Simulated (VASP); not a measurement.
# KMgF3 (Pm-3m) in VASP: further runs

One crystal, KMgF3, is run at these levels: PBEsol, SCAN+D3, LDA, r2SCAN; tasks: single point, electron localisation function, relaxation of cell and atoms.

All numbers are computed with VASP 6.6.1; they aren't measurements. Logs are shortened: lines on timing, memory, paths and dates and some standing lists are left out, and cuts for length are marked.

### Step 1. The structure

The structure is cubic, space group Pm-3m (No. 221). The conventional cell has a = 3.986 Å, b = 3.986 Å, c = 3.986 Å, α = 90.00°, β = 90.00°, γ = 90.00°. Around K (site symmetry m-3m) lie 12 F at 2.82 Å. Around Mg (site symmetry m-3m) lie 6 F at 1.99 Å. Around F (site symmetry 4/mmm) lie 2 Mg at 1.99 Å.

### Step 2. Single point, PBEsol

The input, run.py:

```python
from ase.calculators.vasp import Vasp
from ase.dft.bandgap import bandgap
from ase.spacegroup import crystal

atoms = crystal(
    ['K', 'Mg', 'F'],
    basis=[[0.5, 0.5, 0.5], [0.0, 0.0, 0.0], [0.0, 0.0, 0.5]],
    spacegroup=221,
    setting=1,
    cellpar=[3.9859, 3.9859, 3.9859, 90.0, 90.0, 90.0],
    primitive_cell=True,
)
calc = Vasp(
    directory='calc',
    xc='pbesol',
    pp='PBE',
    setups='materialsproject',
    prec='Accurate',
    encut=520,
    ediff=1e-07,
    ismear=0,
    sigma=0.1,
    lreal=False,
    lasph=True,
    nelm=80,
    algo='Fast',
    isif=2,
    lwave=False,
    lcharg=True,
    lelf=True,
    lvhar=True,
    kpts=[7, 7, 7],
    gamma=True,
    nbands=27,
)
atoms.calc = calc

print('energy (eV):', atoms.get_potential_energy())
print('free energy (eV):', atoms.get_potential_energy(force_consistent=True))
print('forces (eV/A):')
print(atoms.get_forces())
print('stress (eV/A^3, Voigt):', atoms.get_stress())
print('Fermi level (eV):', calc.get_fermi_level())
gap, top, bottom = bandgap(calc)
print('band gap (eV):', gap, 'from (spin, k, band)', top, 'to', bottom)
```

Potentials or basis: VASP PAW PBE potentials, release 64 (K_sv, Mg_pv, F).

Run with:

```console
$ python run.py
```

Output:

```text
energy (eV): -25.19472082
free energy (eV): -25.19472082
forces (eV/A):
[[0. 0. 0.]
 [0. 0. 0.]
 [0. 0. 0.]
 [0. 0. 0.]
 [0. 0. 0.]]
stress (eV/A^3, Voigt): [-0.00212676 -0.00212676 -0.00212676 -0.         -0.         -0.        ]
Fermi level (eV): -1.38417528
band gap (eV): 7.1585 from (spin, k, band) (0, np.int64(19), np.int64(18)) to (0, np.int64(0), np.int64(19))
```

OUTCAR:

```text
ENCUT = 520.000000
   EDIFF = 1.00e-07
   GGA = PS
   PREC = Accurate
   ISIF = 2
   ISMEAR = 0
   NELM = 80
   LASPH = .TRUE.
   LREAL = .FALSE.

 ion  position               nearest neighbor table
   1  0.500  0.500  0.500-   3 2.82   4 2.82   5 2.82   4 2.82   5 2.82   3 2.82   4 2.82   4 2.82
                             3 2.82   5 2.82   5 2.82   3 2.82
   2  0.000  0.000  0.000-   3 1.99   4 1.99   5 1.99   3 1.99   5 1.99   4 1.99
   3  0.000  0.000  0.500-   2 1.99   2 1.99   1 2.82   1 2.82   1 2.82   1 2.82
   4  0.500  0.000  0.000-   2 1.99   2 1.99   1 2.82   1 2.82   1 2.82   1 2.82
   5  0.000  0.500  0.000-   2 1.99   2 1.99   1 2.82   1 2.82   1 2.82   1 2.82

  LATTYP: Found a simple cubic cell.
 ALAT       =     3.9859000000

  Lattice vectors:

 A1 = (   3.9859000000,   0.0000000000,   0.0000000000)
 A2 = (   0.0000000000,   3.9859000000,   0.0000000000)
 A3 = (   0.0000000000,   0.0000000000,   3.9859000000)

Analysis of symmetry for initial positions (statically):
=====================================================================
 Subroutine PRICEL returns:
 Original cell was already a primitive cell.

 Routine SETGRP: Setting up the symmetry group for a
 simple cubic supercell.

 Subroutine GETGRP returns: Found 48 space group operations
 (whereof 48 operations were pure point group operations)
 out of a pool of 48 trial point group operations.

The static configuration has the point symmetry O_h .

Analysis of symmetry for dynamics (positions and initial velocities):
=====================================================================
 Subroutine PRICEL returns:
 Original cell was already a primitive cell.

 Routine SETGRP: Setting up the symmetry group for a
 simple cubic supercell.

 Subroutine GETGRP returns: Found 48 space group operations
 (whereof 48 operations were pure point group operations)
 out of a pool of 48 trial point group operations.

The dynamic configuration has the point symmetry O_h .

 Subroutine INISYM returns: Found 48 space group operations
 (whereof 48 operations are pure point group operations),
 and found     1 'primitive' translations

----------------------------------------------------------------------------------------

                                     Primitive cell

  volume of cell :      63.3256

  direct lattice vectors                    reciprocal lattice vectors
     3.985900000  0.000000000  0.000000000     0.250884367  0.000000000  0.000000000
     0.000000000  3.985900000  0.000000000     0.000000000  0.250884367  0.000000000
     0.000000000  0.000000000  3.985900000     0.000000000  0.000000000  0.250884367

  length of vectors
     3.985900000  3.985900000  3.985900000     0.250884367  0.250884367  0.250884367

  position of ions in fractional coordinates (direct lattice)
     0.500000000  0.500000000  0.500000000
     0.000000000  0.000000000  0.000000000
     0.000000000  0.000000000  0.500000000
     0.500000000  0.000000000  0.000000000
     0.000000000  0.500000000  0.000000000

  ion indices of the primitive-cell ions
[... 29 lines left out ...]
 ===========================================

 Found     20 irreducible k-points:

 Following reciprocal coordinates:
            Coordinates               Weight
  0.000000  0.000000  0.000000      1.000000
  0.142857  0.000000  0.000000      6.000000
  0.285714  0.000000  0.000000      6.000000
  0.428571  0.000000  0.000000      6.000000
  0.142857  0.142857  0.000000     12.000000
  0.285714  0.142857  0.000000     24.000000
[... 12 lines left out ...]
  0.428571  0.428571  0.285714     24.000000
  0.428571  0.428571  0.428571      8.000000
   k-points           NKPTS =     20   k-points in BZ     NKDIM =     20   number of bands    NBANDS=     27
   number of dos      NEDOS =    301   number of ions     NIONS =      5
   total plane-waves  NPLWV =  27000
   dimension x,y,z NGX =    30 NGY =   30 NGZ =   30
   dimension x,y,z NGXF=    60 NGYF=   60 NGZF=   60
   ions per type =               1   1   3
   NGX,Y,Z   is equivalent  to a cutoff of  12.51, 12.51, 12.51 a.u.
   NGXF,Y,Z  is equivalent  to a cutoff of  25.03, 25.03, 25.03 a.u.
 SYSTEM =  unknown system
   PREC   = accura    normal or accurate (medium, high low for compatibility)
   ISTART =      0    job   : 0-new  1-cont  2-samecut
   ICHARG =      2    charge: 1-file 2-atom 10-const
   ISPIN  =      1    spin polarized calculation?
   LNONCOLLINEAR =      F non collinear calculations
   LSORBIT =      F    spin-orbit coupling
   LASPH  =      T    aspherical Exc in radial PAW
   ENCUT  =  520.0 eV  38.22 Ry    6.18 a.u.   7.41  7.41  7.41*2*pi/ulx,y,z
   NELM   =     80;   NELMIN=  2; NELMDL= -5     # of ELM steps
   EDIFF  = 0.1E-06   stopping-criterion for ELM
   LREAL  =      F    real-space projection
   EDIFFG = 0.1E-05   stopping-criterion for IOM
   NSW    =      0    number of steps for IOM
   IBRION =     -1    ionic relax: 0-MD 1-quasi-New 2-CG
   NFREE  =      0    steps in history (QN), initial steepest desc. (CG)
   ISIF   =      2    stress and relaxation
   ISYM   =      2    0-nonsym 1-usesym 2-fastsym
   POTIM  = 0.5000    time-step for ionic-motion
   TEBEG  =    0.0;   TEEND  =   0.0 temperature during run
   PSTRESS=    0.0 pullay stress
   NELECT =      38.0000    total number of electrons
   NUPDOWN=      -1.0000    fix difference up-down
   EMIN   =  10.00;   EMAX   =-10.00  energy-range for DOS
   EFERMI =   0.00;   METHOD = LEGACY
   ISMEAR =     0;   SIGMA  =   0.10  broadening in eV -4-tet -1-fermi 0-gaus
   EFERMI_NEDOS =   21; number of points for ismear=-14 and -15
   IALGO  =     68    algorithm
   IMIX   =      4    mixing-type and parameters
     AMIX     =   0.40;   BMIX     =  1.00
     AMIX_MAG =   1.60;   BMIX_MAG =  1.00
  volume/ion in A,a.u.               =      12.67        85.47
  Fermi-wavevector in a.u.,A,eV,Ry     =   1.380839  2.609407 25.942441  1.906716
  Thomas-Fermi vector in A             =   2.505679
   LORBIT       =      0    0 simple, 1 ext, 2 COOP (PROOUT), +10 PAW based schemes
   GGA     = PS    functional components
   LHFCALC =     F    Hartree Fock is set to
   AEXX    =    0.0000 exact exchange contribution
   IVDW    =     0    specifies the selected vdW correction
   LEPSILON=     F    determine dielectric tensor
   LRPA    =     F    only Hartree local field effects (RPA)
 non-spin polarized calculation
 RMM-DIIS sequential band-by-band and
 Gauss-broadening in eV      SIGMA  =   0.10
  energy-cutoff  :      520.00
  volume of cell :       63.33
 maximum number of plane-waves:      1743
 NGX is ok and might be reduce to    30
   NGX = 15   NGY = 15   NGZ = 15

 number of electron      37.9999948 magnetization

 Free energy of the ion-electron system (eV)
  ---------------------------------------------------
  ext. energy  EPLUGINS =         0.00000000
  ---------------------------------------------------
  free energy    TOTEN  =       -25.19472082 eV

  energy without entropy =      -25.19472082  energy(sigma->0) =      -25.19472082

 E-fermi :  -1.3842     XC(G=0): -10.0418

 val. band max:       -1.8537206517   @ k =   0.4286   0.4286   0.4286
 cond. band min:       5.3047642151   @ k =   0.0000   0.0000   0.0000
 fundamental gap:      7.1584848669
 Fermi energy:        -1.3841752798

 k-point     1 :       0.0000    0.0000    0.0000
  band No.  band energies     occupation
      1     -39.1185      2.00000
      2     -39.1185      2.00000
      3     -39.1185      2.00000
      4     -27.2989      2.00000
      5     -21.8326      2.00000
      6     -21.1620      2.00000
[... 589 lines left out ...]
     26      13.2406      0.00000
     27      13.4291      0.00000

------------------------ aborting loop because EDIFF is reached ----------------------------------------

  FORCE on cell =-STRESS in cart. coord.  units (eV):
  Direction    XX          YY          ZZ          XY          YZ          ZX
  --------------------------------------------------------------------------------------
  -------------------------------------------------------------------------------------
  Total        0.1346782      0.1346782      0.1346782      0.0000000     -0.0000000      0.0000000
  in kB        3.4074439      3.4074439      3.4074439      0.0000000     -0.0000000      0.0000000
  external PRESSURE =       3.4074439 kB  Pullay stress =       0.0000000 kB

 VOLUME and BASIS-vectors are now :
 -----------------------------------------------------------------------------
  energy-cutoff  :      520.00
  volume of cell :       63.33
      direct lattice vectors                 reciprocal lattice vectors
     3.985900000  0.000000000  0.000000000     0.250884367  0.000000000  0.000000000
     0.000000000  3.985900000  0.000000000     0.000000000  0.250884367  0.000000000
     0.000000000  0.000000000  3.985900000     0.000000000  0.000000000  0.250884367

 POSITION                                       TOTAL-FORCE (eV/Angst)
 -----------------------------------------------------------------------------------
      1.99295      1.99295      1.99295         0.000000      0.000000      0.000000
      0.00000      0.00000      0.00000         0.000000      0.000000      0.000000
      0.00000      0.00000      1.99295         0.000000      0.000000      0.000000
      1.99295      0.00000      0.00000         0.000000      0.000000      0.000000
      0.00000      1.99295      0.00000         0.000000      0.000000      0.000000
 -----------------------------------------------------------------------------------
    total drift:                                0.000000     -0.000000      0.000000

  FREE ENERGIE OF THE ION-ELECTRON SYSTEM (eV)
  ---------------------------------------------------
  free  energy   TOTEN  =       -25.1947208224 eV

  energy  without entropy=      -25.1947208224  energy(sigma->0) =      -25.19472082
```

INCAR:

```text
ENCUT = 520.000000
SIGMA = 0.100000
EDIFF = 1.00e-07
ALGO = Fast
GGA = PS
PREC = Accurate
ISIF = 2
ISMEAR = 0
NBANDS = 27
NELM = 80
LASPH = .TRUE.
LCHARG = .TRUE.
LELF = .TRUE.
LVHAR = .TRUE.
LWAVE = .FALSE.
LREAL = .FALSE.
```

Run time: 32 s. Hardware: 1 thread of Intel Xeon 6975P-C (Granite Rapids), shared host; peak memory 0.18 GiB.

Results:

```yaml
Free_energy: -25.1947 eV
Pressure: 0.3 GPa
Band_gap_on_the_k_mesh: 7.16 eV, indirect (least direct gap 7.45 eV)
```

Caveat: the PAW data sets were made with another functional, which shifts forces and pressure a little; an odd mesh through Γ misses points on the zone boundary, where band edges often lie.

(Continued in part 2 of 3.)
